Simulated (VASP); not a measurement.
# As in VASP: relaxation of cell and atoms with PBEsol+D3(BJ)

Aim: the relaxation of cell and atoms of As with PBEsol+D3(BJ).

Program: VASP 6.6.1. These are calculated values, not measurements. Logs are shortened: lines on timing, memory, paths and dates and some standing lists are left out, and cuts for length are marked.

**1. Starting point**

The cell holds a sheet with vacuum, 2 atoms: a = 3.600 Å, b = 3.600 Å, c = 17.400 Å, α = 90.00°, β = 90.00°, γ = 120.00°.

The cell was built by a generator and needn't be a form met in nature.

**2. Relaxation of cell and atoms, PBEsol+D3(BJ)**

Contents of INCAR:

```
SYSTEM = As
  PREC = Accurate
  ENCUT = 600
  EDIFF = 1E-7
  ISMEAR = 0
  SIGMA = 0.03
  LREAL = .False.
  LASPH = .True.
  NELM = 120
  ALGO = Normal
  ISIF = 3
  LWAVE = .False.
  LCHARG = .False.
  GGA = PS
  IVDW = 12
  IBRION = 2
  NSW = 60
  EDIFFG = -0.005
  LATTICE_CONSTRAINTS = .TRUE. .TRUE. .FALSE.
  KPAR = 4
```

Contents of KPOINTS:

```
regular mesh
0
Gamma
  12 12 1
  0 0 0
```

Contents of POSCAR:

```
As
1.0
    3.6000000000      0.0000000000      0.0000000000
   -1.8000000000      3.1176914500      0.0000000000
    0.0000000000      0.0000000000     17.4000000000
As
2
Direct
    0.3333330000      0.6666670000      0.4597701100
    0.6666670000      0.3333330000      0.5402298900
```

Potentials or basis: VASP PAW PBE potentials, release 64 (As).

On the command line:

```sh
cat potpaw_PBE.64/As/POTCAR > POTCAR
mpirun -np 4 vasp_std > vasp.out
```

OUTCAR:

```text
SYSTEM = As
   PREC = Accurate
   ENCUT = 600
   EDIFF = 1E-7
   ISMEAR = 0
   LREAL = .False.
   LASPH = .True.
   NELM = 120
   ISIF = 3
   GGA = PS
   IVDW = 12
   IBRION = 2
   NSW = 60
   EDIFFG = -0.005
 IVDW          = 12

 ion  position               nearest neighbor table
   1  0.333  0.667  0.460-   2 2.51   2 2.51   2 2.51
   2  0.667  0.333  0.540-   1 2.51   1 2.51   1 2.51

  LATTYP: Found a hexagonal cell.
 ALAT       =     3.6000000000
 C/A-ratio  =     4.8333333333

  Lattice vectors:

 A1 = (   3.6000000000,   0.0000000000,   0.0000000000)
 A2 = (  -1.8000000000,   3.1176914500,   0.0000000000)
 A3 = (   0.0000000000,   0.0000000000,  17.4000000000)

Analysis of symmetry for initial positions (statically):
=====================================================================
 Subroutine PRICEL returns:
 Original cell was already a primitive cell.

 Routine SETGRP: Setting up the symmetry group for a
 hexagonal supercell.

 Subroutine GETGRP returns: Found 12 space group operations
 (whereof 12 operations were pure point group operations)
 out of a pool of 24 trial point group operations.

The static configuration has the point symmetry D_3d.

Analysis of symmetry for dynamics (positions and initial velocities):
=====================================================================
 Subroutine PRICEL returns:
 Original cell was already a primitive cell.

 Routine SETGRP: Setting up the symmetry group for a
 hexagonal supercell.

 Subroutine GETGRP returns: Found 12 space group operations
 (whereof 12 operations were pure point group operations)
 out of a pool of 24 trial point group operations.

The dynamic configuration has the point symmetry D_3d.

 Subroutine INISYM returns: Found 12 space group operations
 (whereof 12 operations are pure point group operations),
 and found     1 'primitive' translations

----------------------------------------------------------------------------------------

                                     Primitive cell

  volume of cell :     195.2922

  direct lattice vectors                    reciprocal lattice vectors
     3.600000000  0.000000000  0.000000000     0.277777778  0.160375075  0.000000000
    -1.800000000  3.117691450  0.000000000     0.000000000  0.320750150  0.000000000
     0.000000000  0.000000000 17.400000000     0.000000000  0.000000000  0.057471264

  length of vectors
[... 57 lines left out ...]
  0.333333  0.333333  0.000000      2.000000
   k-points           NKPTS =     19   k-points in BZ     NKDIM =     19   number of bands    NBANDS=      9
   number of dos      NEDOS =    301   number of ions     NIONS =      2
   total plane-waves  NPLWV = 126000
   dimension x,y,z NGX =    30 NGY =   30 NGZ =  140
   dimension x,y,z NGXF=    60 NGYF=   60 NGZF=  280
   ions per type =               2
   NGX,Y,Z   is equivalent  to a cutoff of  13.85, 13.85, 13.38 a.u.
   NGXF,Y,Z  is equivalent  to a cutoff of  27.71, 27.71, 26.75 a.u.
 SYSTEM =  As
   PREC   = accura    normal or accurate (medium, high low for compatibility)
   ISTART =      0    job   : 0-new  1-cont  2-samecut
   ICHARG =      2    charge: 1-file 2-atom 10-const
   ISPIN  =      1    spin polarized calculation?
   LNONCOLLINEAR =      F non collinear calculations
   LSORBIT =      F    spin-orbit coupling
   LASPH  =      T    aspherical Exc in radial PAW
   ENCUT  =  600.0 eV  44.10 Ry    6.64 a.u.   7.19  7.19 34.75*2*pi/ulx,y,z
   NELM   =    120;   NELMIN=  2; NELMDL= -5     # of ELM steps
   EDIFF  = 0.1E-06   stopping-criterion for ELM
   LREAL  =      F    real-space projection
   EDIFFG = -.5E-02   stopping-criterion for IOM
   NSW    =     60    number of steps for IOM
   IBRION =      2    ionic relax: 0-MD 1-quasi-New 2-CG
   NFREE  =      1    steps in history (QN), initial steepest desc. (CG)
   ISIF   =      3    stress and relaxation
   ISYM   =      2    0-nonsym 1-usesym 2-fastsym
   POTIM  = 0.5000    time-step for ionic-motion
   TEBEG  =    0.0;   TEEND  =   0.0 temperature during run
   PSTRESS=    0.0 pullay stress
   NELECT =      10.0000    total number of electrons
   NUPDOWN=      -1.0000    fix difference up-down
   EMIN   =  10.00;   EMAX   =-10.00  energy-range for DOS
   EFERMI =   0.00;   METHOD = LEGACY
   ISMEAR =     0;   SIGMA  =   0.03  broadening in eV -4-tet -1-fermi 0-gaus
   EFERMI_NEDOS =   21; number of points for ismear=-14 and -15
   IALGO  =     38    algorithm
   IMIX   =      4    mixing-type and parameters
     AMIX     =   0.40;   BMIX     =  1.00
     AMIX_MAG =   1.60;   BMIX_MAG =  1.00
  volume/ion in A,a.u.               =      97.65       658.95
  Fermi-wavevector in a.u.,A,eV,Ry     =   0.607920  1.148803  5.028263  0.369567
  Thomas-Fermi vector in A             =   1.662559
   LORBIT       =      0    0 simple, 1 ext, 2 COOP (PROOUT), +10 PAW based schemes
   GGA     = PS    functional components
   LHFCALC =     F    Hartree Fock is set to
   AEXX    =    0.0000 exact exchange contribution
   IVDW    =    12    specifies the selected vdW correction
   LEPSILON=     F    determine dielectric tensor
   LRPA    =     F    only Hartree local field effects (RPA)
 conjugate gradient relaxation of ions
 non-spin polarized calculation
 Gauss-broadening in eV      SIGMA  =   0.03
  energy-cutoff  :      600.00
  volume of cell :      195.29
 maximum number of plane-waves:      6540
 NGX is ok and might be reduce to    30
   NGX = 15   NGY = 15   NGZ = 69

--------------------------------------- Ionic step        1  -------------------------------------------

 number of electron      10.0000000 magnetization

 number of electron       9.9999999 magnetization

 Free energy of the ion-electron system (eV)
  ---------------------------------------------------
  ext. energy  EPLUGINS =         0.00000000
  ---------------------------------------------------
  free energy    TOTEN  =       -10.00063140 eV

  energy without entropy =      -10.00063140  energy(sigma->0) =      -10.00063140

------------------------ aborting loop because EDIFF is reached ----------------------------------------

 Edisp (eV)   -0.31037

 E8    (eV) :    -0.2070
[... 151 lines left out ...]
--------------------------------------- Ionic step        5  -------------------------------------------

 number of electron      10.0000000 magnetization

 Free energy of the ion-electron system (eV)
  ---------------------------------------------------
  ext. energy  EPLUGINS =         0.00000000
  ---------------------------------------------------
  free energy    TOTEN  =       -10.00950667 eV

  energy without entropy =      -10.00950667  energy(sigma->0) =      -10.00950667

 E-fermi :  -2.7693     XC(G=0):  -3.0452

 val. band max:       -2.9616253974   @ k =   0.0000   0.0000   0.0000
 cond. band min:      -1.5759425025   @ k =   0.3333   0.0000   0.0000
 fundamental gap:      1.3856828949
 Fermi energy:        -2.7692888090

 k-point     1 :       0.0000    0.0000    0.0000
  band No.  band energies     occupation
      1     -16.9917      2.00000
      2     -10.4550      2.00000
      3      -3.8893      2.00000
      4      -2.9617      2.00000
      5      -2.9616      2.00000
      6      -0.8387      0.00000
      7       0.5630      0.00000
      8       0.5630      0.00000
      9       1.8051      0.00000
[... 247 lines left out ...]
  FREE ENERGIE OF THE ION-ELECTRON SYSTEM (eV)
  ---------------------------------------------------
  free  energy   TOTEN  =       -10.3340640678 eV

  energy  without entropy=      -10.3340640678  energy(sigma->0) =      -10.33406407

 reached required accuracy - stopping structural energy minimisation
```

It took 65 s on 4 MPI ranks of Intel Xeon Platinum 8488C (Sapphire Rapids), shared host; peak memory 0.38 GiB.

Results:

* Free energy: -10.3341 eV
* Relaxed volume: 93.51 Å³/atom
* Relaxed cell: a = 3.523 Å, b = 3.523 Å, c = 17.400 Å, α = 90.00°, β = 90.00°, γ = 120.00°
* Space group after relaxing (to 0.05 Å): P-3m1 (No. 164)
* Energy gained by relaxing: 11.5 meV/atom
* Ionic steps: 5
* Band gap on the k mesh: 1.39 eV, indirect (least direct gap 2.12 eV)
* Dispersion energy per atom: -0.162 eV

Step by step:
| step | energy change (eV) | largest force (eV/Å) | pressure (GPa) | volume (Å³) |
| --- | --- | --- | --- | --- |
| 1 | 0.0000 | 0.2446 | -0.68 | 195.29 |
| 2 | -0.0155 | 0.4374 | 0.42 | 185.41 |
| 3 | -0.0208 | 0.1981 | 0.03 | 188.61 |
| 4 | -0.0230 | 0.0262 | 0.00 | 187.22 |
| 5 | -0.0231 | 0.0009 | 0.00 | 187.01 |

Final structure:
```yaml
crystal:
  lattice:
    - [3.52287, 0.00000, 0.00000]
    - [-1.76144, 3.05090, 0.00000]
    - [0.00000, 0.00000, 17.40000]
  atoms:
    - { symbol: As, position: [0.33333, 0.66667, 0.45969] }
    - { symbol: As, position: [0.66667, 0.33333, 0.54031] }
```

Caveat: the PAW data sets were made with another functional, which shifts forces and pressure a little.
